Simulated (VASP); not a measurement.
# Fe (Im-3m) in VASP: notebook, part 2 of 2

VASP 6.6.1.

## Step 3: Relaxation of cell and atoms, PBE

This run uses another cell than the first one, of 10.47 Å³/atom, 0.871 times its volume.

File INCAR:

```
SYSTEM = Fe
  ALGO = Normal
  EDIFF = 1E-7
  EDIFFG = -0.002
  ENCUT = 520
  GGA = PE
  IBRION = 2
  ISIF = 3
  ISMEAR = 0
  LASPH = .True.
  LCHARG = .False.
  LREAL = .False.
  LWAVE = .False.
  NELM = 60
  NSW = 80
  PREC = Accurate
  SIGMA = 0.1
```

File KPOINTS:

```
k-points
0
Gamma
  20 20 20
  0 0 0
```

File POSCAR:

```
Fe                                      
1.0
   -1.3781282992      1.3781282992      1.3781282992
    1.3781282992     -1.3781282992      1.3781282992
    1.3781282992      1.3781282992     -1.3781282992
  Fe            
     1
Direct
     0.0000000000000000    0.0000000000000000    0.0000000000000000
```

Potentials or basis: VASP PAW PBE potentials, release 64 (Fe).

Started as:

```bash
cat potpaw_PBE.64/Fe/POTCAR > POTCAR
mpirun -np 1 vasp_std > vasp.out
```

OUTCAR:

```text
SYSTEM = Fe
   EDIFF = 1E-7
   EDIFFG = -0.002
   ENCUT = 520
   GGA = PE
   IBRION = 2
   ISIF = 3
   ISMEAR = 0
   LASPH = .True.
   LREAL = .False.
   NELM = 60
   NSW = 80
   PREC = Accurate

 ion  position               nearest neighbor table
   1  0.000  0.000  0.000-

  LATTYP: Found a body centered cubic cell.
 ALAT       =     2.7562565984

  Lattice vectors:

 A1 = (  -1.3781282992,   1.3781282992,   1.3781282992)
 A2 = (   1.3781282992,  -1.3781282992,   1.3781282992)
 A3 = (   1.3781282992,   1.3781282992,  -1.3781282992)

Analysis of symmetry for initial positions (statically):
=====================================================================
 Subroutine PRICEL returns:
 Original cell was already a primitive cell.

 Routine SETGRP: Setting up the symmetry group for a
 body centered cubic supercell.

 Subroutine GETGRP returns: Found 48 space group operations
 (whereof 48 operations were pure point group operations)
 out of a pool of 48 trial point group operations.

The static configuration has the point symmetry O_h .

Analysis of symmetry for dynamics (positions and initial velocities):
=====================================================================
 Subroutine PRICEL returns:
 Original cell was already a primitive cell.

 Routine SETGRP: Setting up the symmetry group for a
 body centered cubic supercell.

 Subroutine GETGRP returns: Found 48 space group operations
 (whereof 48 operations were pure point group operations)
 out of a pool of 48 trial point group operations.

The dynamic configuration has the point symmetry O_h .

 Subroutine INISYM returns: Found 48 space group operations
 (whereof 48 operations are pure point group operations),
 and found     1 'primitive' translations

----------------------------------------------------------------------------------------

                                     Primitive cell

  volume of cell :      10.4696

  direct lattice vectors                    reciprocal lattice vectors
    -1.378128299  1.378128299  1.378128299     0.000000000  0.362810923  0.362810923
     1.378128299 -1.378128299  1.378128299     0.362810923  0.000000000  0.362810923
     1.378128299  1.378128299 -1.378128299     0.362810923  0.362810923  0.000000000

  length of vectors
     2.386988234  2.386988234  2.386988234     0.513092128  0.513092128  0.513092128

  position of ions in fractional coordinates (direct lattice)
     0.000000000  0.000000000  0.000000000

  ion indices of the primitive-cell ions
   primitive index   ion index
                 1           1

----------------------------------------------------------------------------------------

 KPOINTS: k-points

Automatic generation of k-mesh.
 Grid dimensions read from file:
 generate k-points for:   20   20   20

 Generating k-lattice:

  Cartesian coordinates                     Fractional coordinates (reciprocal lattice)
     0.000000000  0.018140546  0.018140546     0.050000000  0.000000000  0.000000000
     0.018140546  0.000000000  0.018140546     0.000000000  0.050000000  0.000000000
     0.018140546  0.018140546  0.000000000     0.000000000  0.000000000  0.050000000

  Length of vectors
[... 44 lines left out ...]
   NGXF,Y,Z  is equivalent  to a cutoff of  25.07, 25.07, 25.07 a.u.
 SYSTEM =  Fe
   PREC   = accura    normal or accurate (medium, high low for compatibility)
   ISTART =      0    job   : 0-new  1-cont  2-samecut
   ICHARG =      2    charge: 1-file 2-atom 10-const
   ISPIN  =      1    spin polarized calculation?
   LNONCOLLINEAR =      F non collinear calculations
   LSORBIT =      F    spin-orbit coupling
   LASPH  =      T    aspherical Exc in radial PAW
   ENCUT  =  520.0 eV  38.22 Ry    6.18 a.u.   4.44  4.44  4.44*2*pi/ulx,y,z
   NELM   =     60;   NELMIN=  2; NELMDL= -5     # of ELM steps
   EDIFF  = 0.1E-06   stopping-criterion for ELM
   LREAL  =      F    real-space projection
   EDIFFG = -.2E-02   stopping-criterion for IOM
   NSW    =     80    number of steps for IOM
   IBRION =      2    ionic relax: 0-MD 1-quasi-New 2-CG
   NFREE  =      1    steps in history (QN), initial steepest desc. (CG)
   ISIF   =      3    stress and relaxation
   ISYM   =      2    0-nonsym 1-usesym 2-fastsym
   POTIM  = 0.5000    time-step for ionic-motion
   TEBEG  =    0.0;   TEEND  =   0.0 temperature during run
   PSTRESS=    0.0 pullay stress
   NELECT =       8.0000    total number of electrons
   NUPDOWN=      -1.0000    fix difference up-down
   EMIN   =  10.00;   EMAX   =-10.00  energy-range for DOS
   EFERMI =   0.00;   METHOD = LEGACY
   ISMEAR =     0;   SIGMA  =   0.10  broadening in eV -4-tet -1-fermi 0-gaus
   EFERMI_NEDOS =   21; number of points for ismear=-14 and -15
   IALGO  =     38    algorithm
   IMIX   =      4    mixing-type and parameters
     AMIX     =   0.40;   BMIX     =  1.00
     AMIX_MAG =   1.60;   BMIX_MAG =  1.00
  volume/ion in A,a.u.               =      10.47        70.65
  Fermi-wavevector in a.u.,A,eV,Ry     =   1.496678  2.828312 30.477682  2.240046
  Thomas-Fermi vector in A             =   2.608664
   LORBIT       =      0    0 simple, 1 ext, 2 COOP (PROOUT), +10 PAW based schemes
   GGA     = PE    functional components
   LHFCALC =     F    Hartree Fock is set to
   AEXX    =    0.0000 exact exchange contribution
   IVDW    =     0    specifies the selected vdW correction
   LEPSILON=     F    determine dielectric tensor
   LRPA    =     F    only Hartree local field effects (RPA)
 conjugate gradient relaxation of ions
 non-spin polarized calculation
 Gauss-broadening in eV      SIGMA  =   0.10
  energy-cutoff  :      520.00
  volume of cell :       10.47
 maximum number of plane-waves:       321
 NGX is ok and might be reduce to    18
   NGX =  9   NGY =  9   NGZ =  9

--------------------------------------- Ionic step        1  -------------------------------------------

 number of electron       7.9999994 magnetization

 Free energy of the ion-electron system (eV)
  ---------------------------------------------------
  ext. energy  EPLUGINS =         0.00000000
  ---------------------------------------------------
  free energy    TOTEN  =        -7.77121543 eV

  energy without entropy =       -7.75435741  energy(sigma->0) =       -7.76278642

------------------------ aborting loop because EDIFF is reached ----------------------------------------

  FORCE on cell =-STRESS in cart. coord.  units (eV):
  Direction    XX          YY          ZZ          XY          YZ          ZX
  --------------------------------------------------------------------------------------
  -------------------------------------------------------------------------------------
  Total        0.0053740      0.0053740      0.0053740      0.0000000      0.0000000     -0.0000000
  in kB        0.8223886      0.8223886      0.8223886      0.0000000      0.0000000     -0.0000000
  external PRESSURE =       0.8223886 kB  Pullay stress =       0.0000000 kB
[... 57 lines left out ...]
--------------------------------------- Ionic step        3  -------------------------------------------

 number of electron       7.9999994 magnetization

 Free energy of the ion-electron system (eV)
  ---------------------------------------------------
  ext. energy  EPLUGINS =         0.00000000
  ---------------------------------------------------
  free energy    TOTEN  =        -7.77121597 eV

  energy without entropy =       -7.75435346  energy(sigma->0) =       -7.76278472

 E-fermi :   6.7484     XC(G=0): -13.6281

 val. band max:        6.7472724648   @ k =   0.4000   0.1500   0.0500
 cond. band min:       6.7526335135   @ k =  -0.4500  -0.4500   0.3500
 fundamental gap:      0.0053610487
 Fermi energy:         6.7483788466

 k-point     1 :       0.0000    0.0000    0.0000
  band No.  band energies     occupation
      1      -2.1502      2.00000
      2       4.9570      2.00000
      3       4.9570      2.00000
      4       4.9570      2.00000
      5       6.7014      1.49391
      6       6.7014      1.49389
      7      32.4299      0.00000
      8      32.4299      0.00000
[... 243 lines left out ...]
 k-point    24 :       0.2500    0.1000    0.0000
  band No.  band energies     occupation
      1       1.2730      2.00000
      2       4.0893      2.00000
      3       4.5513      2.00000
      4       6.3945      2.00000
      5       6.9167      0.01730
      6       7.2649      0.00000
      7      21.5474      0.00000
      8      25.9456      0.00000

 [... further k-points ...]

------------------------ aborting loop because EDIFF is reached ----------------------------------------

  FORCE on cell =-STRESS in cart. coord.  units (eV):
  Direction    XX          YY          ZZ          XY          YZ          ZX
  --------------------------------------------------------------------------------------
  -------------------------------------------------------------------------------------
  Total        0.0009348      0.0009348      0.0009348      0.0000000      0.0000000     -0.0000000
  in kB        0.1430218      0.1430218      0.1430218      0.0000000      0.0000000     -0.0000000
  external PRESSURE =       0.1430218 kB  Pullay stress =       0.0000000 kB
[... 16 lines left out ...]
  FREE ENERGIE OF THE ION-ELECTRON SYSTEM (eV)
  ---------------------------------------------------
  free  energy   TOTEN  =        -7.7712159725 eV

  energy  without entropy=       -7.7543534627  energy(sigma->0) =       -7.76278472

 reached required accuracy - stopping structural energy minimisation
```

Run time: 27 s. Hardware: 1 thread of Intel Xeon Platinum 8259CL at 2.50GHz (Skylake/Cascade Lake), shared host; peak memory 0.14 GiB.

Results:

| Property | Result |
| --- | --- |
| Free energy | -7.7712 eV |
| Relaxed volume | 10.47 Å³/atom |
| Relaxed cell | a = 2.387 Å, b = 2.387 Å, c = 2.387 Å, α = 109.47°, β = 109.47°, γ = 109.47° |
| Space group after relaxing (to 0.05 Å) | Im-3m (No. 229) |
| Energy gained by relaxing | 0.0 meV/atom |
| Ionic steps | 3 |
| Pressure after relaxing | 0.0 GPa |
| Band gap on the k mesh | none (metal or under the smearing width) |

Final structure:
```yaml
crystal:
  lattice:
    - [-1.37822, 1.37822, 1.37822]
    - [1.37822, -1.37822, 1.37822]
    - [1.37822, 1.37822, -1.37822]
  atoms:
    - { symbol: Fe, position: [0.00000, 0.00000, 0.00000] }
```

Caveat: the run has no spin polarisation, though such a crystal can be magnetic. Spin polarisation is off, so any magnetic state and its effect on volume and gap are missing.

## Step 4: Vibrations by finite differences, PBE

This run uses another cell than the first one, of 10.47 Å³/atom, 0.871 times its volume.

File INCAR:

```
SYSTEM = Fe
  ALGO = Normal
  EDIFF = 1E-8
  ENCUT = 520
  GGA = PE
  IBRION = 6
  ISIF = 3
  ISMEAR = 0
  LASPH = .True.
  LCHARG = .False.
  LREAL = .False.
  LWAVE = .False.
  NBANDS = 10
  NELM = 60
  NFREE = 2
  NSW = 1
  POTIM = 0.015
  PREC = Accurate
  SIGMA = 0.1
```

KPOINTS is that of step 3.

File POSCAR:

```
Fe                                      
1.0
   -1.3782169078      1.3782169078      1.3782169078
    1.3782169078     -1.3782169078      1.3782169078
    1.3782169078      1.3782169078     -1.3782169078
  Fe            
     1
Direct
     0.0000000000000000    0.0000000000000000    0.0000000000000000
```

Started as:

```bash
cat potpaw_PBE.64/Fe/POTCAR > POTCAR
mpirun -np 1 vasp_std > vasp.out
```

It took 15 min on 1 thread of Intel Xeon Platinum 8259CL at 2.50GHz (Skylake/Cascade Lake), shared host; peak memory 0.55 GiB.

It converged, with:

| Property | Result |
| --- | --- |
| Elastic constants C11, C12, C44 | 83, 361, 175 GPa |
| Voigt bulk modulus | 268 GPa |

Elastic tensor in Voigt notation (GPa, in the Cartesian axes of the cell as first typed):
```
 83 361 361   0   0   0
361  83 361   0   0   0
361 361  83   0   0   0
  0   0   0 175   0   0
  0   0   0   0 175   0
  0   0   0   0   0 175
```

Clamped-ion elastic tensor (GPa):
```
 83 361 361   0   0   0
361  83 361   0   0   0
361 361  83   0   0   0
  0   0   0 175   0   0
  0   0   0   0 175   0
  0   0   0   0   0 175
```

Caveat: the elastic tensor has a negative eigenvalue, so either the cell is unstable as it stands or the mesh is too thin; the run has no spin polarisation, though such a crystal can be magnetic. Spin polarisation is off, so any magnetic state and its effect on volume and gap are missing.
